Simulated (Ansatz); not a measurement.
# AlN: the functional and the phonons

AlN in the wurtzite structure, in a typed cell, not relaxed.

```
CELL_PARAMETERS angstrom
1.56450 -2.70979 0.00000
1.56450 2.70979 0.00000
0.00000 0.00000 5.01700
ATOMIC_POSITIONS crystal
Al 0.33333 0.66667 0.00000
Al 0.66667 0.33333 0.50000
N 0.33333 0.66667 0.38200
N 0.66667 0.33333 0.88200
```

Method (Ansatz, development build): PBE; all-electron PAW datasets (no frozen core) at 520 eV; k mesh 6×6×4; fixed occupations; no spin. Harmonic phonons by linear response, frequencies in cm⁻¹, imaginary ones marked i; at Γ the three translations are left out and no LO–TO term is added.

Caveats: coarse k mesh; the program warns that the mesh is coarse for the field response.

At 10.63 Å³ an atom it gives top Γ mode (cm⁻¹) 703; lowest Γ mode (cm⁻¹) 237.

Task: Repeat with r2SCAN in the same cell, on the same kind of potentials and mesh (r2SCAN by finite displacements). What changes?

Result: 
```
             functional  cutoff (eV)  volume (Å³/atom)  top Γ mode (cm⁻¹)  lowest Γ mode (cm⁻¹)
r2SCAN in the same cell          490             10.63                720                   250
```
